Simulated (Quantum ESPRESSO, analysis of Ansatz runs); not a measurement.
## Migration in Li2S (Fm-3m): V_Li hop (2.8 Å), charge −1 (Quantum ESPRESSO)

Wanted: path and barrier of a jump of Li in Li2S (Fm-3m) at charge −1. The case: V_Li hop (2.8 Å), in a cell of 81 host atoms with 1 Li taken out.

Program: Quantum ESPRESSO 7.5. Level of theory: Quantum ESPRESSO plane-wave DFT, PBEsol, GBRV 1.5 PBEsol potentials; nudged elastic band between two relaxed defect structures at fixed charge in a uniform background. Values are calculated unless marked as measured.

### 1. Starting point

The cell holds 80 atoms: 53 Li and 27 S. Its edges and angles: a = 11.995 Å, b = 11.995 Å, c = 11.995 Å, α = 60.0°, β = 60.0°, γ = 60.0°. It derives from Li2S (space group Fm-3m). Nearest the centre at fractional (0.333, 0.333, 0.500): Li4 at 1.40 Å, S44 at 2.00 Å, S41 at 2.02 Å, Li32 at 3.13 Å, Li14 at 3.14 Å, Li17 at 3.15 Å, Li13 at 3.15 Å, Li10 at 3.17 Å. The cell carries charge −1.

The cell's shortest repeat is 12.0 Å.

### 2. Relaxation of the start point, charge −1

The ends come first: from an unrelaxed start the top is counted from too high an energy, and the barrier comes out too low. Small random displacements break the symmetry of the ideal sites, so that the defect can distort if it gains by it. The charge of −1 is set by the electron count, and a uniform background keeps the cell neutral.

Contents of pw.in:

```
&CONTROL
  calculation = 'relax'
  prefix = 'pwscf'
  outdir = './tmp'
  pseudo_dir = './pseudo'
  tprnfor = .true.
  disk_io = 'low'
  nstep = 70
  forc_conv_thr = 0.00078
  etot_conv_thr = 0.0001
/
&SYSTEM
  ibrav = 0
  nat = 80
  ntyp = 2
  ecutwfc = 40
  ecutrho = 324
  nbnd = 165
  occupations = 'fixed'
  tot_charge = -1
  nosym = .true.
/
&ELECTRONS
  conv_thr = 8d-08
  electron_maxstep = 100
  mixing_beta = 0.5
/
&IONS
  ion_dynamics = 'bfgs'
/
ATOMIC_SPECIES
Li     6.9400 li_pbesol_v1.4.uspp.F.UPF
S     32.0600 s_pbesol_v1.4.uspp.F.UPF
CELL_PARAMETERS angstrom
   0.0000000000    8.4819993155    8.4819993155
   8.4819993155    0.0000000000    8.4819993155
   8.4819993155    8.4819993155    0.0000000000
ATOMIC_POSITIONS crystal
Li     0.2501019619    0.2475067135    0.2525040172
Li     0.0826354779    0.0815406572    0.0828892780
S      0.0009750132   -0.0021932620    0.0023421220
Li     0.2529914876    0.2484638289    0.5823393273
Li     0.0813227841    0.0852334510    0.4151645093
S     -0.0027930881    0.0017693854    0.3331193658
Li     0.2492612156    0.2485264434    0.9158564241
Li     0.0823115808    0.0850834221    0.7476186991
S     -0.0020005694   -0.0015198326    0.6684057601
Li     0.2519313000    0.5821272472    0.2477582783
Li     0.0834028863    0.4147542819    0.0823640340
S      0.0012045718    0.3302972187    0.0012016175
Li     0.2505560320    0.5808301686    0.5857279921
Li     0.0863158153    0.4150146929    0.4159885020
S      0.0025689973    0.3333889888    0.3309114057
Li     0.2525182347    0.5810530840    0.9158619941
Li     0.0860271543    0.4151792515    0.7504721790
S      0.0024553215    0.3324083684    0.6644090883
Li     0.2520008926    0.9143351776    0.2513932266
Li     0.0834314293    0.7485154832    0.0861870045
S     -0.0018278797    0.6693574578   -0.0013134609
Li     0.2505451706    0.9156018893    0.5812539362
Li     0.0823652266    0.7485888435    0.4196935020
S     -0.0004348179    0.6639561563    0.3347893836
Li     0.2521367642    0.9178399623    0.9142737197
Li     0.0804427711    0.7513523053    0.7515249322
S      0.0014853642    0.6642364069    0.6685446023
Li     0.5853031554    0.2471416748    0.2506241611
Li     0.4152157428    0.0847482415    0.0813017215
S      0.3361749253   -0.0012013117    0.0000872245
Li     0.5841646291    0.2475663902    0.5856531182
Li     0.4159696896    0.0857454202    0.4173477694
S      0.3332917512   -0.0027313993    0.3339443593
Li     0.5839875445    0.2479287100    0.9155330083
Li     0.4175871748    0.0811868526    0.7523882970
S      0.3361806331   -0.0007241930    0.6647039161
Li     0.5849137967    0.5850524780    0.2474522410
Li     0.4141769729    0.4189148838    0.0826706609
S      0.3319826110    0.3355298365   -0.0020816439
Li     0.5860623632    0.5811243918    0.5832272416
S      0.3310148015    0.3349634554    0.3322215448
Li     0.5842685270    0.5829502571    0.9140098597
Li     0.4174212863    0.4137679398    0.7502849675
S      0.3322755609    0.3363929299    0.6655517103
Li     0.5829603263    0.9192656631    0.2476343593
Li     0.4145220595    0.7514850883    0.0853194994
S      0.3336723943    0.6689572286   -0.0026732261
Li     0.5827792767    0.9143060113    0.5836993073
Li     0.4172305755    0.7517778562    0.4137225135
S      0.3353821915    0.6646659853    0.3347768909
Li     0.5829750208    0.9149395300    0.9158088997
Li     0.4141521728    0.7503066218    0.7497519691
S      0.3350451468    0.6674990669    0.6637137909
Li     0.9166044561    0.2509839468    0.2471819243
Li     0.7473312610    0.0856395164    0.0834739675
S      0.6663200096    0.0016397612   -0.0027518583
Li     0.9151289239    0.2480183747    0.5852052862
Li     0.7472065276    0.0854246043    0.4168101259
S      0.6676911860    0.0012045098    0.3302791144
Li     0.9189753664    0.2474873460    0.9161185084
Li     0.7510806632    0.0846703771    0.7469702260
S      0.6675687466   -0.0006698629    0.6641819880
Li     0.9165246398    0.5844337536    0.2518466709
Li     0.7501310983    0.4184341310    0.0804390214
S      0.6657716369    0.3359443597    0.0004494451
Li     0.9178377871    0.5843844833    0.5841669337
Li     0.7506356856    0.4138419096    0.4186913394
S      0.6673429186    0.3349929998    0.3339777771
Li     0.9156408285    0.5828332432    0.9196705026
Li     0.7512358706    0.4137476248    0.7501187574
S      0.6659082204    0.3309421323    0.6690340979
Li     0.9186741044    0.9147330601    0.2484238786
Li     0.7488624868    0.7477397845    0.0846230003
S      0.6670339406    0.6643966792   -0.0006936026
Li     0.9188124745    0.9143946476    0.5822270056
Li     0.7471076478    0.7510389472    0.4167726962
S      0.6670698959    0.6667754053    0.3306071063
Li     0.9194944804    0.9151382424    0.9152006210
Li     0.7482879084    0.7529137845    0.7498270817
S      0.6649935169    0.6648097969    0.6683056579
K_POINTS gamma
```

On the command line:

```console
$ OMP_NUM_THREADS=1 mpirun -n 4 pw.x -in pw.in > pw.out
```

Log:

```text
[shortened: banners, details of potentials and solvers, and blank lines are left out]
     gamma-point specific algorithms are used
     one sub-group per band group will be used
     scalapack distributed-memory algorithm (size of sub-group:  2*  2 procs)
     bravais-lattice index     =            0
     lattice parameter (alat)  =      22.6679  a.u.
     unit-cell volume          =    8236.0940 (a.u.)^3
     number of atoms/cell      =           80
     number of atomic types    =            2
     number of electrons       =       322.00
     number of Kohn-Sham states=          165
     kinetic-energy cutoff     =      40.0000  Ry
     charge density cutoff     =     324.0000  Ry
     scf convergence threshold =      8.0E-08
     mixing beta               =       0.5000
     number of iterations used =            8  plain     mixing
     energy convergence thresh.=      1.0E-04
     force convergence thresh. =      7.8E-04
     Exchange-correlation= SLA  PW   PSX  PSC
     nstep                     =           70
     crystal axes: (cart. coord. in units of alat)
               a(1) = (   0.000000   0.707107   0.707107 )
               a(2) = (   0.707107   0.000000   0.707107 )
               a(3) = (   0.707107   0.707107   0.000000 )
     PseudoPot. # 1 for Li read from file:
     li_pbesol_v1.4.uspp.F.UPF
     Pseudo is Ultrasoft, Zval =  3.0
     PseudoPot. # 2 for S  read from file:
     s_pbesol_v1.4.uspp.F.UPF
     Pseudo is Ultrasoft + core correction, Zval =  6.0
[...]
atomic species   valence    mass     pseudopotential
     Li                3.00     6.94000     Li( 1.00)
     S                 6.00    32.06000     S ( 1.00)
     No symmetry found
     site n.     atom                  positions (alat units)
         1        Li     tau(   1) = (   0.3535610   0.3553961   0.3518625  )
         2        Li     tau(   2) = (   0.1162695   0.1170437   0.1160901  )
         3        S      tau(   3) = (   0.0001053   0.0023456  -0.0008614  )
         4        Li     tau(   4) = (   0.5874665   0.5906681   0.3545825  )
         5        Li     tau(   5) = (   0.3538348   0.3510695   0.1177730  )
         6        S      tau(   6) = (   0.2368021   0.2335760  -0.0007239  )
         7        Li     tau(   7) = (   0.8233430   0.8238626   0.3519890  )
         8        Li     tau(   8) = (   0.5888093   0.5868493   0.1183661  )
[...]
number of k points=     1
                       cart. coord. in units 2pi/alat
        k(    1) = (   0.0000000   0.0000000   0.0000000), wk =   2.0000000
     Dense  grid:   405336 G-vectors     FFT dimensions: ( 135, 135, 135)
     Smooth grid:   140849 G-vectors     FFT dimensions: (  96,  96,  96)
     starting charge     297.1062, renormalised to     322.0000
     Self-consistent Calculation
     iteration #  1     ecut=    40.00 Ry     beta= 0.50
     total energy              =   -1417.50485221 Ry
     estimated scf accuracy    <       2.25835720 Ry
     iteration #  2     ecut=    40.00 Ry     beta= 0.50
     total energy              =   -1417.29134679 Ry
     estimated scf accuracy    <       0.45186076 Ry
     iteration #  3     ecut=    40.00 Ry     beta= 0.50
     total energy              =   -1417.37372772 Ry
     estimated scf accuracy    <       0.01488941 Ry
[...]
estimated scf accuracy    <       0.00002302 Ry
     iteration #  7     ecut=    40.00 Ry     beta= 0.50
     total energy              =   -1417.38397140 Ry
     estimated scf accuracy    <       0.00000445 Ry
     iteration #  8     ecut=    40.00 Ry     beta= 0.50
     total energy              =   -1417.38397285 Ry
     estimated scf accuracy    <       0.00000089 Ry
     iteration #  9     ecut=    40.00 Ry     beta= 0.50
     End of self-consistent calculation
          k = 0.0000 0.0000 0.0000 ( 17575 PWs)   bands (ev):
   -41.4583 -41.3962 -41.3870 -41.3774 -41.3729 -41.3725 -41.3656 -41.3653
   -41.3605 -41.3552 -41.3546 -41.3521 -41.3484 -41.3471 -41.3427 -41.3414
   -41.3387 -41.3355 -41.3342 -41.3313 -41.3269 -41.3235 -41.3227 -41.3165
   -41.3126 -41.3095 -41.2979 -41.2879 -41.2765 -41.2588 -41.2456 -41.1820
   -41.1476 -41.1462 -41.1024 -41.0936 -41.0859 -41.0771 -41.0580 -41.0579
   -41.0425 -40.9930 -40.9774 -40.9757 -40.9626 -40.9453 -40.9395 -40.9377
   -40.9267 -40.9226 -40.8775 -40.8201 -40.8037  -8.8288  -8.5833  -8.5692
    -8.5335  -8.5286  -8.5046  -8.4814  -8.4706  -8.4596  -8.4184  -8.3954
[...]
highest occupied, lowest unoccupied level (ev):     2.7456    6.2196
!    total energy              =   -1417.38397323 Ry
     estimated scf accuracy    <       0.00000005 Ry
     The total energy is the sum of the following terms:
     one-electron contribution =    -460.40921304 Ry
     hartree contribution      =     258.72169110 Ry
     xc contribution           =    -405.77485010 Ry
     ewald contribution        =    -809.92160119 Ry
     convergence has been achieved in   9 iterations
     Forces acting on atoms (cartesian axes, Ry/au):
     atom    1 type  1   force =     0.00298603    0.00191389    0.00693235
     atom    2 type  1   force =     0.00274586    0.00467732    0.00217377
     atom    3 type  2   force =    -0.00459744   -0.00758936    0.00192391
     atom    4 type  1   force =     0.00241525   -0.00109906    0.01864150
     atom    5 type  1   force =    -0.00183121    0.00037837    0.00015338
     atom    6 type  2   force =    -0.00489347    0.00532523   -0.00072140
     atom    7 type  1   force =    -0.00342142   -0.00395447    0.00715482
     atom    8 type  1   force =    -0.00128236    0.00400202    0.00102389
[...]
Total force =     0.091509     Total SCF correction =     0.000499
     BFGS Geometry Optimization
     Energy error            =      8.4E-03 Ry
     Gradient error          =      2.2E-02 Ry/Bohr
     number of scf cycles    =   1
     number of bfgs steps    =   0
     energy             new  =   -1417.3839732255 Ry
     new trust radius        =       0.0279500367 bohr
     new conv_thr            =       0.0000000800 Ry
ATOMIC_POSITIONS (crystal)
Li               0.2502847661        0.2477564068        0.2524406173
Li               0.0827635371        0.0815482160        0.0830530285
S                0.0009416974       -0.0020399171        0.0019019511
Li               0.2534633672        0.2491549599        0.5817988793
Li               0.0813964947        0.0851693096        0.4151144046
S               -0.0024968282        0.0014281184        0.3331553380
Li               0.2494677757        0.2487662598        0.9154031513
Li               0.0825083618        0.0849505199        0.7476715970
[...]
Self-consistent Calculation
     iteration #  1     ecut=    40.00 Ry     beta= 0.50
     total energy              =   -1417.39169958 Ry
     estimated scf accuracy    <       0.00029079 Ry
[...]
iteration #  6     ecut=    40.00 Ry     beta= 0.50
     total energy              =   -1417.42649274 Ry
     estimated scf accuracy    <          6.6E-09 Ry
     iteration #  7     ecut=    40.00 Ry     beta= 0.50
     total energy              =   -1417.42649274 Ry
     estimated scf accuracy    <          4.1E-09 Ry
     iteration #  8     ecut=    40.00 Ry     beta= 0.50
[...]
k = 0.0000 0.0000 0.0000 ( 17575 PWs)   bands (ev):
   -41.2756 -41.2703 -41.2682 -41.2676 -41.2675 -41.2660 -41.2642 -41.2635
   -41.2627 -41.2624 -41.2616 -41.2604 -41.2596 -41.2537 -41.2525 -41.2498
   -41.2493 -41.2476 -41.2471 -41.2453 -41.2445 -41.2429 -41.2412 -41.2351
   -41.2332 -41.2321 -41.2276 -41.2079 -41.2058 -41.2023 -41.1993 -41.1246
   -41.1219 -41.1216 -41.1201 -41.1189 -41.1171 -41.1047 -41.1038 -41.1027
   -41.1018 -41.1015 -41.1007 -41.0993 -41.0989 -41.0980 -41.0976 -41.0946
   -41.0937 -40.9467 -40.9456 -40.9443 -40.9442  -8.7447  -8.4503  -8.4400
    -8.4385  -8.4381  -8.4071  -8.3993  -8.3982  -8.3969  -8.3264  -8.3256
[...]
highest occupied, lowest unoccupied level (ev):     2.3894    6.2577
!    total energy              =   -1417.42649274 Ry
     estimated scf accuracy    <          4.3E-10 Ry
[...]
convergence has been achieved in   8 iterations
     Forces acting on atoms (cartesian axes, Ry/au):
     atom    1 type  1   force =    -0.00052363   -0.00013377   -0.00049431
     atom    2 type  1   force =    -0.00036495   -0.00000279   -0.00017068
     atom    3 type  2   force =    -0.00047886   -0.00067420   -0.00016218
     atom    4 type  1   force =     0.00000298    0.00001054   -0.00052407
     atom    5 type  1   force =     0.00032129    0.00029327   -0.00035948
     atom    6 type  2   force =    -0.00026545    0.00043490   -0.00037884
     atom    7 type  1   force =     0.00010146    0.00027200   -0.00005800
     atom    8 type  1   force =     0.00012549    0.00014523    0.00035919
[...]
Total force =     0.004286     Total SCF correction =     0.000060
[...]
number of scf cycles    =  16
     number of bfgs steps    =  15
     energy             old  =   -1417.4264561265 Ry
     energy             new  =   -1417.4264927441 Ry
     CASE: energy            _new < energy            _old
     new trust radius        =       0.0038112487 bohr
[...]
ATOMIC_POSITIONS (crystal)
Li               0.2494069485        0.2492423351        0.2488332031
Li               0.0833669163        0.0827763571        0.0832050558
S                0.0002826764       -0.0004752009       -0.0001572210
Li               0.2619122979        0.2610657328        0.5714792571
Li               0.0834589532        0.0829917227        0.4162738097
S                0.0003143642       -0.0002570807        0.3329276332
Li               0.2493855092        0.2487461610        0.9186687399
Li               0.0862459847        0.0852301003        0.7470675532
[...]
Self-consistent Calculation
     iteration #  1     ecut=    40.00 Ry     beta= 0.50
     total energy              =   -1417.42652499 Ry
     estimated scf accuracy    <       0.00002005 Ry
     iteration #  2     ecut=    40.00 Ry     beta= 0.50
     total energy              =   -1417.42653055 Ry
     estimated scf accuracy    <       0.00000259 Ry
     iteration #  3     ecut=    40.00 Ry     beta= 0.50
     total energy              =   -1417.42653116 Ry
     estimated scf accuracy    <       0.00000022 Ry
[...]
estimated scf accuracy    <       0.00000004 Ry
     iteration #  5     ecut=    40.00 Ry     beta= 0.50
     total energy              =   -1417.42653124 Ry
     estimated scf accuracy    <          7.4E-09 Ry
     iteration #  6     ecut=    40.00 Ry     beta= 0.50
     total energy              =   -1417.42653124 Ry
     estimated scf accuracy    <          1.1E-09 Ry
     iteration #  7     ecut=    40.00 Ry     beta= 0.50
     End of self-consistent calculation
          k = 0.0000 0.0000 0.0000 ( 17575 PWs)   bands (ev):
   -41.2737 -41.2687 -41.2675 -41.2669 -41.2647 -41.2644 -41.2636 -41.2626
   -41.2622 -41.2615 -41.2601 -41.2597 -41.2589 -41.2548 -41.2531 -41.2512
   -41.2504 -41.2469 -41.2458 -41.2445 -41.2436 -41.2426 -41.2402 -41.2335
   -41.2310 -41.2305 -41.2289 -41.2057 -41.2043 -41.2027 -41.1993 -41.1266
   -41.1237 -41.1236 -41.1230 -41.1214 -41.1203 -41.1029 -41.1026 -41.1016
   -41.1007 -41.1005 -41.1002 -41.0986 -41.0986 -41.0978 -41.0973 -41.0968
   -41.0947 -40.9478 -40.9475 -40.9463 -40.9459  -8.7444  -8.4504  -8.4392
    -8.4381  -8.4378  -8.4067  -8.3983  -8.3977  -8.3968  -8.3261  -8.3256
[...]
highest occupied, lowest unoccupied level (ev):     2.3882    6.2583
!    total energy              =   -1417.42653124 Ry
     estimated scf accuracy    <          5.3E-10 Ry
     The total energy is the sum of the following terms:
     one-electron contribution =    -460.81152470 Ry
     hartree contribution      =     259.05831541 Ry
     xc contribution           =    -405.82743259 Ry
     ewald contribution        =    -809.84588937 Ry
     convergence has been achieved in   7 iterations
     Forces acting on atoms (cartesian axes, Ry/au):
     atom    1 type  1   force =    -0.00049610   -0.00021014   -0.00049947
     atom    2 type  1   force =    -0.00030045   -0.00006033   -0.00011920
     atom    3 type  2   force =    -0.00023349   -0.00038721   -0.00013695
     atom    4 type  1   force =    -0.00002725   -0.00003714   -0.00056247
     atom    5 type  1   force =     0.00024718    0.00025919   -0.00027750
     atom    6 type  2   force =    -0.00007077    0.00014485   -0.00012596
     atom    7 type  1   force =     0.00023925    0.00037400   -0.00021014
     atom    8 type  1   force =     0.00012352    0.00005282    0.00021279
[...]
Total force =     0.003599     Total SCF correction =     0.000066
     Energy error            =      3.8E-05 Ry
     Gradient error          =      5.8E-04 Ry/Bohr
     bfgs converged in  17 scf cycles and  16 bfgs steps
     (criteria: energy <  1.0E-04 Ry, force <  7.8E-04 Ry/Bohr)
     End of BFGS Geometry Optimization
     Final energy             =   -1417.4265312425 Ry
Begin final coordinates
ATOMIC_POSITIONS (crystal)
Li               0.2494069485        0.2492423351        0.2488332031
Li               0.0833669163        0.0827763571        0.0832050558
S                0.0002826764       -0.0004752009       -0.0001572210
Li               0.2619122979        0.2610657328        0.5714792571
Li               0.0834589532        0.0829917227        0.4162738097
S                0.0003143642       -0.0002570807        0.3329276332
Li               0.2493855092        0.2487461610        0.9186687399
Li               0.0862459847        0.0852301003        0.7470675532
[...]
End final coordinates
   JOB DONE.
```

Wall time 14 min (4 MPI ranks of Arm Neoverse V1, shared host); peak memory 2.3 GiB.

Relaxation path:

```tsv
step	energy less that of the first step (eV)
0	0.0000
1	-0.1062
2	-0.2061
3	-0.3248
4	-0.4363
5	-0.4762
6	-0.4922
7	-0.5131
8	-0.5419
9	-0.5651
10	-0.5677
11	-0.5714
12	-0.5748
13	-0.5768
14	-0.5780
15	-0.5785
16	-0.5790
```

The atoms that moved most (Å):

```tsv
atom	dx	dy	dz	length
Li37	0.002	0.008	-0.221	0.221
Li31	-0.006	-0.219	0.014	0.220
Li28	0.206	-0.028	0.009	0.208
Li10	0.026	0.195	-0.008	0.197
Li13	-0.195	-0.022	0.015	0.197
Li4	0.015	-0.016	0.183	0.184
S50	0.069	-0.098	0.067	0.137
S44	0.047	0.089	-0.088	0.133
```

Neighbours of Li4 at the end:

```tsv
atom	distance (Å)
S44	2.392
S41	2.392
S18	2.559
S36	2.560
Li35	2.828
Li14	2.830
Li17	2.831
Li32	2.831
```

Numbers from this step:

* highest filled level: 2.388 eV
* lowest empty level: 6.258 eV
* r.m.s. move of the farther half of the atoms: 0.01683 Å
* largest move from the ideal geometry of this structure, a common shift of the far atoms taken out: 0.2043 Å

The relaxation gained 0.579 eV and ended with a largest force component of 0.015 eV/Å.

[end of part 1 of 3]

[Long decimals in the printed logs are rounded to 6 places.]

[Repeated set-up lines and some long k-point lines are left out of the logs, and relaxed atomic positions are cut to six decimals.]

[Logs are printed without paths, hosts, clocks, repeated set-up lines and the standing remarks that a program may print on its own settings, such as how far it seeks lower states.]

[Hosts, paths, dates, database ids (printed as entryN), source tags and the programs' standing remarks are cut or masked in the printed files.]
